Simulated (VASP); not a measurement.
# CdO (Monteponite) (Fm-3m) in VASP: settings compared, part 2 of 2

VASP 6.6.1.

## Step 4: Band structure, r2SCAN0

POSCAR reads:

```
CdO
1.0
    0.0000000000      2.3495000000      2.3495000000
    2.3495000000      0.0000000000      2.3495000000
    2.3495000000      2.3495000000      0.0000000000
Cd O
1 1
Direct
    0.0000000000      0.0000000000      0.0000000000
    0.5000000000      0.5000000000      0.5000000000
```

INCAR.step1 reads:

```
SYSTEM = CdO
PREC = Accurate
ENCUT = 520
EDIFF = 1E-5
ISMEAR = -1
SIGMA = 0.05
LREAL = .FALSE.
LASPH = .TRUE.
NELM = 100
ALGO = Normal
ISIF = 2
LWAVE = .TRUE.
LCHARG = .FALSE.
GGA = PE
```

INCAR.step2 reads:

```
SYSTEM = CdO
PREC = Accurate
ENCUT = 520
EDIFF = 1E-6
ISMEAR = -1
SIGMA = 0.05
LREAL = .FALSE.
LASPH = .TRUE.
NELM = 100
ALGO = Normal
ISIF = 2
LWAVE = .FALSE.
LCHARG = .FALSE.
METAGGA = R2SCAN
LHFCALC = .TRUE.
AEXX = 0.25
LMIXTAU = .TRUE.
PRECFOCK = Fast
HFRCUT = -1
ISTART = 1
```

KPOINTS reads:

```
Automatic mesh
0
G
  5 5 5
  0 0 0
```

KPOINTS_OPT reads:

```
path GXWKGLUWLK,UX
12
line-mode
reciprocal
 0.0000000000  0.0000000000  0.0000000000  G
 0.5000000000  0.0000000000  0.5000000000  X

 0.5000000000  0.0000000000  0.5000000000  X
 0.5000000000  0.2500000000  0.7500000000  W

 0.5000000000  0.2500000000  0.7500000000  W
 0.3750000000  0.3750000000  0.7500000000  K

 0.3750000000  0.3750000000  0.7500000000  K
 0.0000000000  0.0000000000  0.0000000000  G

 0.0000000000  0.0000000000  0.0000000000  G
 0.5000000000  0.5000000000  0.5000000000  L

 0.5000000000  0.5000000000  0.5000000000  L
 0.6250000000  0.2500000000  0.6250000000  U

 0.6250000000  0.2500000000  0.6250000000  U
 0.5000000000  0.2500000000  0.7500000000  W

 0.5000000000  0.2500000000  0.7500000000  W
 0.5000000000  0.5000000000  0.5000000000  L

 0.5000000000  0.5000000000  0.5000000000  L
 0.3750000000  0.3750000000  0.7500000000  K

 0.6250000000  0.2500000000  0.6250000000  U
 0.5000000000  0.0000000000  0.5000000000  X
```

On the command line:

```console
cat potpaw_PBE.64/Cd/POTCAR potpaw_PBE.64/O/POTCAR > POTCAR
cp INCAR.step1 INCAR
mpirun -np 1 vasp_std > vasp.out
cp INCAR.step2 INCAR
mpirun -np 1 vasp_std > vasp.out
```

Wall time 40 min (1 thread of AMD EPYC 7R43 (Zen 3), shared host); peak memory 0.15 GiB.

The run converged. Its results:

```yaml
Free_energy: -26.3187 eV
Pressure: -0.7 GPa
Band_gap_on_the_k_mesh: 2.09 eV, indirect (least direct gap 3.33 eV)
Band_gap_along_the_path: 1.97 eV, indirect (least direct gap 3.33 eV)
```

Levels at the corners of the path, in eV from the valence-band top:
| point | band 6 | band 7 | band 8 | band 9 | band 10 | band 11 | band 12 | band 13 |
| --- | --- | --- | --- | --- | --- | --- | --- | --- |
| Γ | -7.38 | -1.36 | -1.36 | -1.36 | 1.97 | 17.79 | 20.07 | 20.07 |
| X | -6.65 | -4.61 | -2.46 | -2.46 | 6.84 | 11.75 | 13.84 | 16.96 |
| X | -6.65 | -4.61 | -2.46 | -2.46 | 6.84 | 11.75 | 13.84 | 16.96 |
| W | -6.77 | -3.23 | -3.23 | -1.92 | 9.11 | 11.98 | 11.98 | 13.95 |
| W | -6.77 | -3.23 | -3.23 | -1.92 | 9.11 | 11.98 | 11.98 | 13.95 |
| K | -6.94 | -3.68 | -3.05 | -1.36 | 8.48 | 11.56 | 11.77 | 16.44 |
| K | -6.94 | -3.68 | -3.05 | -1.36 | 8.48 | 11.56 | 11.77 | 16.44 |
| Γ | -7.38 | -1.36 | -1.36 | -1.36 | 1.97 | 17.79 | 20.07 | 20.07 |
| Γ | -7.38 | -1.36 | -1.36 | -1.36 | 1.97 | 17.79 | 20.07 | 20.07 |
| L | -7.10 | -4.15 | 0.00 | 0.00 | 7.06 | 10.62 | 15.13 | 15.13 |
| L | -7.10 | -4.15 | 0.00 | 0.00 | 7.06 | 10.62 | 15.13 | 15.13 |
| U | -6.94 | -3.68 | -3.05 | -1.36 | 8.48 | 11.56 | 11.77 | 16.44 |
| U | -6.94 | -3.68 | -3.05 | -1.36 | 8.48 | 11.56 | 11.77 | 16.44 |
| W | -6.77 | -3.23 | -3.23 | -1.92 | 9.11 | 11.98 | 11.98 | 13.95 |
| W | -6.77 | -3.23 | -3.23 | -1.92 | 9.11 | 11.98 | 11.98 | 13.95 |
| L | -7.10 | -4.15 | 0.00 | 0.00 | 7.06 | 10.62 | 15.13 | 15.13 |
| L | -7.10 | -4.15 | 0.00 | 0.00 | 7.06 | 10.62 | 15.13 | 15.13 |
| K | -6.94 | -3.68 | -3.05 | -1.36 | 8.48 | 11.56 | 11.77 | 16.44 |
| U | -6.94 | -3.68 | -3.05 | -1.36 | 8.48 | 11.56 | 11.77 | 16.44 |
| X | -6.65 | -4.61 | -2.46 | -2.46 | 6.84 | 11.75 | 13.84 | 16.96 |

Caveat: the k mesh is coarse (spacing up to 0.46 Å⁻¹), so the values aren't converged, least of all with exact exchange; the PAW data sets were made with another functional, which shifts forces and pressure a little; the mesh misses the band edges, which the band path finds closer together.

## Step 5: Band structure, r2SCANh

POSCAR is that of step 4.

INCAR.step1 reads:

```
SYSTEM = CdO
ALGO = Normal ; EDIFF = 1E-5
ENCUT = 520 ; GGA = PE
ISIF = 2 ; ISMEAR = -1
LASPH = .TRUE. ; LCHARG = .FALSE.
LREAL = .FALSE. ; LWAVE = .TRUE.
NELM = 100 ; PREC = Accurate
SIGMA = 0.05
```

INCAR.step2 reads:

```
SYSTEM = CdO
AEXX = 0.1 ; ALGO = Normal
EDIFF = 1E-6 ; ENCUT = 520
ISIF = 2 ; ISMEAR = -1
ISTART = 1 ; LASPH = .TRUE.
LCHARG = .FALSE. ; LHFCALC = .TRUE.
LMIXTAU = .TRUE. ; LREAL = .FALSE.
LWAVE = .FALSE. ; METAGGA = R2SCAN
NELM = 100 ; PREC = Accurate
PRECFOCK = Fast ; SIGMA = 0.05
```

KPOINTS reads:

```
k-points
0
G
  5 5 5
  0 0 0
```

KPOINTS_OPT is that of step 4.

On the command line:

```console
cat potpaw_PBE.64/Cd/POTCAR potpaw_PBE.64/O/POTCAR > POTCAR
cp INCAR.step1 INCAR
mpirun -np 1 vasp_std > vasp.out
cp INCAR.step2 INCAR
mpirun -np 1 vasp_std > vasp.out
```

Wall time 14 min (1 thread of Intel Xeon Platinum 8488C (Sapphire Rapids), shared host); peak memory 0.19 GiB.

Results (log left out):

* Free energy: -27.6552 eV
* Pressure: 1.1 GPa
* Band gap on the k mesh: 0.94 eV, indirect (least direct gap 2.17 eV)

Levels at the corners of the path, in eV from the valence-band top:
```csv
point,band 10,band 11,band 12,band 13
Γ,0.71,16.43,18.57,18.57
X,5.36,10.19,12.49,15.29
X,5.36,10.19,12.49,15.29
W,7.54,10.49,10.49,12.42
W,7.54,10.49,10.49,12.42
K,6.95,10.10,10.24,14.81
K,6.95,10.10,10.24,14.81
Γ,0.71,16.43,18.57,18.57
Γ,0.71,16.43,18.57,18.57
L,5.75,8.95,13.63,13.63
L,5.75,8.95,13.63,13.63
U,6.95,10.10,10.24,14.81
U,6.95,10.10,10.24,14.81
W,7.54,10.49,10.49,12.42
W,7.54,10.49,10.49,12.42
L,5.75,8.95,13.63,13.63
L,5.75,8.95,13.63,13.63
K,6.95,10.10,10.24,14.81
U,6.95,10.10,10.24,14.81
X,5.36,10.19,12.49,15.29
```

Caveat: the k mesh is coarse (spacing up to 0.46 Å⁻¹), so the values aren't converged, least of all with exact exchange; an unscreened hybrid on a path of extra k points without a Coulomb cutoff has errors near the mesh points, so the bands along the path aren't reliable; the PAW data sets were made with another functional, which shifts forces and pressure a little; an odd mesh through Γ misses points on the zone boundary, where band edges often lie.

## Step 6: Band structure, HF

POSCAR is that of step 5.

INCAR.step1 reads:

```
ALGO = Normal
EDIFF = 1E-5
ENCUT = 520
GGA = PE
ISIF = 2
ISMEAR = -1
LASPH = T
LCHARG = F
LREAL = F
LWAVE = T
NELM = 60
PREC = Accurate
SIGMA = 0.05
```

INCAR.step2 reads:

```
AEXX = 1.0
AGGAC = 0.0
ALDAC = 0.0
ALGO = Normal
EDIFF = 1E-6
ENCUT = 520
GGA = PE
HFRCUT = -1
ISIF = 2
ISMEAR = -1
ISTART = 1
LASPH = T
LCHARG = F
LHFCALC = T
LREAL = F
LWAVE = F
NELM = 60
PREC = Accurate
PRECFOCK = Fast
SIGMA = 0.05
```

KPOINTS reads:

```
k-points
0
Gamma
  5 5 5
```

KPOINTS_OPT is that of step 5.

Potentials or basis: VASP PAW PBE potentials, release 64 (Cd, O).

On the command line:

```console
cat potpaw_PBE.64/Cd/POTCAR potpaw_PBE.64/O/POTCAR > POTCAR
cp INCAR.step1 INCAR
mpirun -np 1 vasp_std > vasp.out
cp INCAR.step2 INCAR
mpirun -np 1 vasp_std > vasp.out
```

Run time: 16 min. Hardware: 1 thread of Intel Xeon Platinum 8488C (Sapphire Rapids), shared host; peak memory 0.19 GiB.

The run converged. Its results:

| Item | Value |
| --- | --- |
| Free energy | -17.8152 eV |
| Pressure | 5.7 GPa |
| Band gap on the k mesh | 9.24 eV, indirect (least direct gap 10.58 eV) |
| Band gap along the path | 9.12 eV, indirect (least direct gap 10.58 eV) |

Levels at the corners of the path, in eV from the valence-band top:
| point | band 5 | band 6 | band 7 | band 8 | band 9 | band 10 | band 11 | band 12 | band 13 |
| --- | --- | --- | --- | --- | --- | --- | --- | --- | --- |
| Γ | -9.45 | -9.45 | -1.46 | -1.46 | -1.46 | 9.12 | 25.25 | 27.82 | 27.82 |
| X | -8.85 | -8.62 | -5.11 | -2.74 | -2.74 | 14.61 | 19.81 | 21.08 | 25.53 |
| X | -8.85 | -8.62 | -5.11 | -2.74 | -2.74 | 14.61 | 19.81 | 21.08 | 25.53 |
| W | -8.85 | -8.76 | -3.66 | -3.66 | -2.03 | 17.14 | 19.75 | 19.75 | 21.91 |
| W | -8.85 | -8.76 | -3.66 | -3.66 | -2.03 | 17.14 | 19.75 | 19.75 | 21.91 |
| K | -8.94 | -8.93 | -4.17 | -3.37 | -1.55 | 16.37 | 19.21 | 19.67 | 24.78 |
| K | -8.94 | -8.93 | -4.17 | -3.37 | -1.55 | 16.37 | 19.21 | 19.67 | 24.81 |
| Γ | -9.45 | -9.45 | -1.46 | -1.46 | -1.46 | 9.12 | 25.25 | 27.82 | 27.82 |
| Γ | -9.45 | -9.45 | -1.46 | -1.46 | -1.46 | 9.12 | 25.25 | 27.82 | 27.82 |
| L | -9.02 | -9.02 | -4.74 | 0.00 | 0.00 | 14.24 | 19.01 | 22.90 | 22.90 |
| L | -9.02 | -9.02 | -4.74 | 0.00 | 0.00 | 14.24 | 19.01 | 22.90 | 22.90 |
| U | -8.94 | -8.93 | -4.17 | -3.37 | -1.55 | 16.37 | 19.21 | 19.67 | 24.78 |
| U | -8.94 | -8.93 | -4.17 | -3.37 | -1.55 | 16.37 | 19.21 | 19.67 | 24.79 |
| W | -8.85 | -8.76 | -3.66 | -3.66 | -2.03 | 17.14 | 19.75 | 19.75 | 21.91 |
| W | -8.85 | -8.76 | -3.66 | -3.66 | -2.03 | 17.14 | 19.75 | 19.75 | 21.91 |
| L | -9.02 | -9.02 | -4.74 | 0.00 | 0.00 | 14.24 | 19.01 | 22.90 | 22.90 |
| L | -9.02 | -9.02 | -4.74 | 0.00 | 0.00 | 14.24 | 19.01 | 22.90 | 22.90 |
| K | -8.94 | -8.93 | -4.17 | -3.37 | -1.55 | 16.37 | 19.21 | 19.67 | 24.78 |
| U | -8.94 | -8.93 | -4.17 | -3.37 | -1.55 | 16.37 | 19.21 | 19.67 | 24.79 |
| X | -8.85 | -8.62 | -5.11 | -2.74 | -2.74 | 14.61 | 19.81 | 21.08 | 25.53 |

Caveat: the k mesh is coarse (spacing up to 0.46 Å⁻¹), so the values aren't converged, least of all with exact exchange; the PAW data sets were made with another functional, which shifts forces and pressure a little; the mesh misses the band edges, which the band path finds closer together.

## Step 7: Overview

| level | potentials or basis | k mesh | cutoff (eV) | grid for exact exchange (PRECFOCK) | exchange at q = 0 | mesh quality | gap on the mesh (eV) | pressure (GPa) |
| --- | --- | --- | --- | --- | --- | --- | --- | --- |
| PBE | VASP PAW PBE potentials, release 54 (Cd, O) | 10 × 10 × 10 | 500 | - | - | not flagged | - | 7.5 |
| TPSSh | VASP PAW PBE potentials, release 64 (Cd, O) | 5 × 5 × 5 | 520 | Normal | default | coarse | 0.45 | 2.3 |
| r2SCAN0 | VASP PAW PBE potentials, release 64 (Cd, O) | 5 × 5 × 5 | 520 | Fast | truncated | coarse | 2.09 | -0.7 |
| r2SCANh | VASP PAW PBE potentials, release 64 (Cd, O) | 5 × 5 × 5 | 520 | Fast | default | coarse | 0.94 | 1.1 |
| HF | VASP PAW PBE potentials, release 64 (Cd, O) | 5 × 5 × 5 | 520 | Fast | truncated | coarse | 9.24 | 5.7 |

Alike in all rows: task band structure; no spin polarisation; cell as given; smearing fermi-dirac 0.05 eV.

Caveats: some runs use coarse meshes; the PAW data sets were made with another functional, which shifts forces and pressure a little (some runs); an unscreened hybrid on a path of extra k points without a Coulomb cutoff has errors near the mesh points, so the bands along the path aren't reliable (some runs); an odd mesh through Γ misses points on the zone boundary, where band edges often lie (some runs); the mesh misses the band edges, which the band path finds closer together (some runs); this crystal is a semiconductor, whose small gap the functional closes, so the metal is an error of the method (some runs).

Absolute energies hang on the potentials; compare differences alone.
